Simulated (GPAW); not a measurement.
# GaN (Fm-3m) in GPAW: single point with PBE

Aim: the single point of GaN with PBE.

Everything below comes from runs of GPAW 26.7.0. Logs are shortened: lines on timing, memory, paths and dates and some standing lists are left out, and cuts for length are marked. The log counts tension as positive stress, the text compression.

## 1. Starting point

It takes space group Fm-3m (No. 225, cubic). The conventional cell has a = 4.270 Å, b = 4.270 Å, c = 4.270 Å, α = 90.00°, β = 90.00°, γ = 90.00°. Ga (site symmetry m-3m) is surrounded by 6 N at 2.14 Å. Around N (site symmetry m-3m) lie 6 Ga at 2.14 Å.

Measurements of this composition are mostly on another form, of space group No. 186.

## 2. Single point, PBE

Input file run.py:

```python
from ase.dft.bandgap import bandgap
from ase.io import read, write
from ase.units import GPa
from gpaw import GPAW, PW

atoms = read('POSCAR')

calc = GPAW(mode=PW(550),
            xc='PBE',
            kpts={'size': (9, 9, 9), 'gamma': True},
            occupations={'name': 'fermi-dirac', 'width': 0.05},
            nbands=11,
            maxiter=120,
            txt='gpaw.txt')
atoms.calc = calc
energy = atoms.get_potential_energy()
forces = atoms.get_forces()
stress = atoms.get_stress()
calc.write('gs.gpw')
write('result.traj', atoms)
print(f'Energy: {energy:.6f} eV')
print('Forces (eV/A):')
print(forces.round(4))
print('Stress (GPa):', (stress / GPa).round(3))
print('Fermi level:', round(calc.get_fermi_level(), 4), 'eV')
print(f'Gap: {bandgap(calc)[0]:.4f} eV, direct: {bandgap(calc, direct=True)[0]:.4f} eV')
```

Input file POSCAR:

```
GaN
1.0
    0.0000000000      2.1352350000      2.1352350000
    2.1352350000      0.0000000000      2.1352350000
    2.1352350000      2.1352350000      0.0000000000
Ga N
1 1
Direct
    0.0000000000      0.0000000000      0.0000000000
    0.5000000000      0.5000000000      0.5000000000
```

Potentials or basis: GPAW PAW data sets (gpaw-data 1.2.1), pw.

Run with:

```console
$ OMP_NUM_THREADS=1 python run.py
```

gpaw.txt:

```text
__  _  _
 | _ |_)|_||  |
 |__||  | ||/\| - 26.7.0

Input parameters:
  mode=PW(ecut=550.0),
  kpts=MonkhorstPack(size=(9, 9, 9), gamma=True),
  maxiter=120,
  nbands=11,
  occupations=Occupations(name='fermi-dirac', width=0.05),
  xc=XC(name='PBE')

Diagonalizing LCAO Hamiltonian
Converting LCAO to pw mode

              N

       Ga

Atoms  # Å, Bohr magnetons
|   | symbol |        x |        y |        z |    initial magnetic moments |
|---|--------|----------|----------|----------|-----------------------------|
| 0 |     Ga | 0.000000 | 0.000000 | 0.000000 | ( 0.0000,  0.0000,  0.0000) |
| 1 |      N | 2.135235 | 2.135235 | 2.135235 | ( 0.0000,  0.0000,  0.0000) |

Unit cell  # Å
| periodic |        x |        y |        z |  lengths |    angles |
|----------|----------|----------|----------|----------|-----------|
|      yes | 0.000000 | 2.135235 | 2.135235 | 3.019678 | 60.000000 |
|      yes | 2.135235 | 0.000000 | 2.135235 | 3.019678 | 60.000000 |
|      yes | 2.135235 | 2.135235 | 0.000000 | 3.019678 | 60.000000 |

Number of symmetries: 48
Symmetry operations  # r_c * U_cc + t_c -> r_c
|    | kind |            matrix            |
|----|------|------------------------------|
|  0 |  σ   |  1, 0, 0,  1, 0,-1,  1,-1, 0 |
|  1 |  C2  |  1, 0, 0,  1,-1, 0,  1, 0,-1 |
|  2 |  E   |  1, 0, 0,  0, 1, 0,  0, 0, 1 |
|  3 |  σ   |  1, 0, 0,  0, 0, 1,  0, 1, 0 |
|  4 |  C4  |  1, 0,-1,  1, 0, 0,  1,-1, 0 |
|  5 |  S6  |  1, 0,-1,  1,-1, 0,  1, 0, 0 |
|  6 |  σ   |  1, 0,-1,  0, 1,-1,  0, 0,-1 |
|  7 |  C3  |  1, 0,-1,  0, 0,-1,  0, 1,-1 |
|  8 |  S6  |  1,-1, 0,  1, 0, 0,  1, 0,-1 |
|  9 |  C4  |  1,-1, 0,  1, 0,-1,  1, 0, 0 |
| 10 |  C3  |  1,-1, 0,  0,-1, 1,  0,-1, 0 |
| 11 |  σ   |  1,-1, 0,  0,-1, 0,  0,-1, 1 |
| 12 |  σ   |  0, 1, 0,  1, 0, 0,  0, 0, 1 |
| 13 |  C4  |  0, 1, 0,  0, 1,-1, -1, 1, 0 |
| 14 |  C3  |  0, 1, 0,  0, 0, 1,  1, 0, 0 |
| 15 |  S6  |  0, 1, 0, -1, 1, 0,  0, 1,-1 |
| 16 |  C2  |  0, 1,-1,  1, 0,-1,  0, 0,-1 |
| 17 |  σ   |  0, 1,-1,  0, 1, 0, -1, 1, 0 |
| 18 |  S4  |  0, 1,-1,  0, 0,-1,  1, 0,-1 |
| 19 |  C4  |  0, 1,-1, -1, 1, 0,  0, 1, 0 |
| 20 |  C3  |  0, 0, 1,  1, 0, 0,  0, 1, 0 |
| 21 |  σ   |  0, 0, 1,  0, 1, 0,  1, 0, 0 |
| 22 |  S6  |  0, 0, 1,  0,-1, 1, -1, 0, 1 |
| 23 |  C4  |  0, 0, 1, -1, 0, 1,  0,-1, 1 |
| 24 |  S4  |  0, 0,-1,  1, 0,-1,  0, 1,-1 |
| 25 |  C3  |  0, 0,-1,  0, 1,-1,  1, 0,-1 |
| 26 |  C2  |  0, 0,-1,  0,-1, 0, -1, 0, 0 |
| 27 |  S6  |  0, 0,-1, -1, 0, 0,  0,-1, 0 |
| 28 |  S4  |  0,-1, 1,  1,-1, 0,  0,-1, 0 |
| 29 |  C4  |  0,-1, 1,  0, 0, 1, -1, 0, 1 |
| 30 |  C2  |  0,-1, 1,  0,-1, 0,  1,-1, 0 |
| 31 |  σ   |  0,-1, 1, -1, 0, 1,  0, 0, 1 |
| 32 |  C3  |  0,-1, 0,  1,-1, 0,  0,-1, 1 |
| 33 |  S6  |  0,-1, 0,  0, 0,-1, -1, 0, 0 |
| 34 |  S4  |  0,-1, 0,  0,-1, 1,  1,-1, 0 |
| 35 |  C2  |  0,-1, 0, -1, 0, 0,  0, 0,-1 |
| 36 |  C2  | -1, 1, 0,  0, 1, 0,  0, 1,-1 |
| 37 |  S6  | -1, 1, 0,  0, 1,-1,  0, 1, 0 |
| 38 |  S4  | -1, 1, 0, -1, 0, 1, -1, 0, 0 |
| 39 |  C3  | -1, 1, 0, -1, 0, 0, -1, 0, 1 |
| 40 |  S6  | -1, 0, 1,  0, 0, 1,  0,-1, 1 |
| 41 |  C2  | -1, 0, 1,  0,-1, 1,  0, 0, 1 |
| 42 |  C3  | -1, 0, 1, -1, 1, 0, -1, 0, 0 |
| 43 |  S4  | -1, 0, 1, -1, 0, 0, -1, 1, 0 |
| 44 |  C2  | -1, 0, 0,  0, 0,-1,  0,-1, 0 |
| 45 |  i   | -1, 0, 0,  0,-1, 0,  0, 0,-1 |
| 46 |  σ   | -1, 0, 0, -1, 1, 0, -1, 0, 1 |
| 47 |  C2  | -1, 0, 0, -1, 0, 1, -1, 1, 0 |

BZ-sampling:
  Number of BZ points: 729
  Number of IBZ points: 35

  Monkhorst-Pack size: [9, 9, 9]
  Monkhorst-Pack shift: [0, 0, 0]

K-points  # in reciprocal-cell coordinates
|     |                                coordinates |     weight |
|-----|--------------------------------------------|------------|
|   0 | (  0.00000000,   0.00000000,   0.00000000) | 0.00137174 |
|   1 | (  0.11111111,   0.11111111,   0.00000000) | 0.00823045 |
|   2 | (  0.11111111,   0.11111111,   0.11111111) | 0.01097394 |
|   3 | (  0.22222222,   0.11111111,   0.11111111) | 0.01646091 |
|   4 | (  0.22222222,   0.22222222,   0.00000000) | 0.00823045 |
|   5 | (  0.22222222,   0.22222222,   0.11111111) | 0.03292181 |
|   6 | (  0.22222222,   0.22222222,   0.22222222) | 0.01097394 |
|   7 | (  0.33333333,   0.22222222,   0.11111111) | 0.03292181 |
|   8 | (  0.33333333,   0.22222222,   0.22222222) | 0.03292181 |
|   9 | (  0.33333333,   0.33333333,  -0.33333333) | 0.01646091 |
| ... |                                            |            |
|  34 | (  0.44444444,   0.44444444,   0.44444444) | 0.01097394 |

Plane wave coefficients: 579
Cutoff: 550.0 eV

Spin-components: 1 (collinear spins)
Bands:           11
Projectors:      10
Spin-degeneracy: 2
Datatype:        complex128

Parallelization:
  kpt:    1
  domain: 1
  band:   1

Density:
  Valence electrons: 8.0
  Components: 1
  Grid points: [18 18 18]
  Charge: 0.0  # |e|

Potential:
  Grid points: [18 18 18]

species:
  Ga:
    name:    Gallium
    Z:       31.0
    valence: 3
    core:    28
    charge:  0.0  # [|e|]
    compensation charges:
      type: gauss
      rc: 0.37  # [Å]
      lmax: 2
    cutoffs:
      filter: 2.06  # [Å]
      core: 4.17  # [Å]
    projectors
    | kind |    occ | energy [eV] | rcut [Å] |
    |------|--------|-------------|----------|
    |   4s |  2.000 |      -8.945 |    1.164 |
    |   4p |  1.000 |      -2.580 |    1.164 |
    |    s |        |      18.266 |    1.164 |
    |    p |        |      24.631 |    1.164 |
    |    d |        |       0.000 |    1.164 |

    Using partial waves for Ga as LCAO basis

  N:
    name:    Nitrogen
    Z:       7.0
    valence: 5
    core:    2
    charge:  0.0  # [|e|]
    compensation charges:
      type: gauss
      rc: 0.18  # [Å]
      lmax: 2
    cutoffs:
      filter: 1.11  # [Å]
      core: 0.96  # [Å]
    projectors
    | kind |    occ | energy [eV] | rcut [Å] |
    |------|--------|-------------|----------|
    |   2s |  2.000 |     -18.583 |    0.603 |
    |   2p |  3.000 |      -7.089 |    0.529 |
    |    s |        |       8.629 |    0.603 |
    |    p |        |      20.123 |    0.529 |
    |    d |        |       0.000 |    0.577 |

    Using partial waves for N as LCAO basis

Reference energy: -54366.393033  # eV

eigensolver:
  PPCG
  Converge bands: occupied
  niter=2

density mixing:
  MSR1-Mixer
  Pratt-step length: 0.05
  Maximum mixing coefficient: 0.75
  Old densities: 10
  SVD Regularization: 0.005
  Good broyden scale: 1.0
  Trust region scale: 1.0
  Backstep threshold: 4.0
  History deletion threshold: 6.0
  Fourier metric: weight=20.0, sigma=0.015

occupation numbers:
  Fermi-Dirac:
    width: 0.0500  # eV

poisson solver:
  ecut: 4400.0  # eV

xc functional:
  name: PBE with 2 nearest neighbor stencil

convergence criteria:
- Maximum [total energy] change in last 3 cyles: 0.0005 eV / valence electron
- Maximum integral of absolute [dens]ity change: 0.0001 electrons / valence electron
- Maximum integral of absolute [eigenst]ate change: 4e-08 eV^2 / valence electron
maximum number of iterations: 120

SCF iterations
|iter     | |      energy | eigst |  dens |
|---------|-|-------------|-------|-------|
|iter:   1| |  -12.581487 | -0.29 |       |
|iter:   2| |  -12.179347 | -2.14 | -0.60 |
|iter:   3| |  -11.042535 | -0.90 | -0.65 |
|iter:   4| |  -11.038406 | -3.40 | -1.34 |
|iter:   5| |  -11.038057 | -3.79 | -1.63 |
|iter:   6| |  -11.038083c| -5.83 | -2.86 |
|iter:   7| |  -11.038091c| -6.26 | -3.21 |
|iter:   8| |  -11.038091c| -8.11c| -4.46c|

Converged in 8 steps
Energy contributions relative to reference atoms: (reference = -54366.393033)

Energy contributions:
  Kinetic:          18.967780
  Coulomb:         -14.638982
  Zero:              0.015935
  External:          0.000000
  Xc:              -15.382802
  Entropy:          -0.000046
  Spinorbit:         0.000000
  ----------------------------
  Free energy:     -11.038115
  Extrapolated:    -11.038091

dipole moment: (-10.745986, -10.745986, -10.745986)  # |e|*Ang

Fermi level: 9.231
Eigenvalues  # (at kpt = [0.000, 0.000, 0.000])
| band index |      eig [eV] | occ [0-2] |
|------------|---------------|-----------|
|          0 |        -8.136 |     2.000 |
|          1 |         8.501 |     2.000 |
|          2 |         8.501 |     2.000 |
|          3 |         8.501 |     2.000 |
|          4 |        10.752 |     0.000 |
|          5 |        22.730 |     0.000 |
|          6 |        22.730 |     0.000 |
|          7 |        22.730 |     0.000 |
|          8 |        24.301 |     0.000 |
|          9 |        24.301 |     0.000 |
|         10 |        24.301 |     0.000 |

Gap: 0.637 eV
Transition (v -> c):
  (s=0, k=8, n=3, [0.33, 0.22, 0.22]) -> (s=0, k=30, n=4, [0.44, 0.44, 0.00])
Direct/indirect transitions are different
Direct gap: 2.251 eV
Transition at: (s=0, k=0, n=3, [0.00, 0.00, 0.00])

Forces  # eV/Ang
|        x |       y |       z |
|----------|---------|---------|
| -0.00000 | 0.00000 | 0.00000 |  # Ga   0
|  0.00000 | 0.00000 | 0.00000 |  # N    1

Stress tensor  # eV/Ang^3
|         x |         y |         z |
|-----------|-----------|-----------|
|  0.057259 | -0.000000 | -0.000000 |
| -0.000000 |  0.057259 | -0.000000 |
| -0.000000 | -0.000000 |  0.057259 |

# Writing to gs.gpw (mode='')
```

Run time: 7.2 s. Hardware: 1 thread of AMD EPYC 7B13 (Zen 3), shared host; peak memory 0.13 GiB.

The run converged, but some of its settings lie outside the range that counts as converged, so its numbers aren't taken as properties of the crystal.

Results:

- Free energy: -11.0381 eV
- Pressure: -9.2 GPa
- Band gap on the k mesh: 0.64 eV, indirect (least direct gap 2.25 eV)

Caveat: the cutoff is short for stress and forces, so pressures can be off by a GPa or more; an odd mesh through Γ misses points on the zone boundary, where band edges often lie.
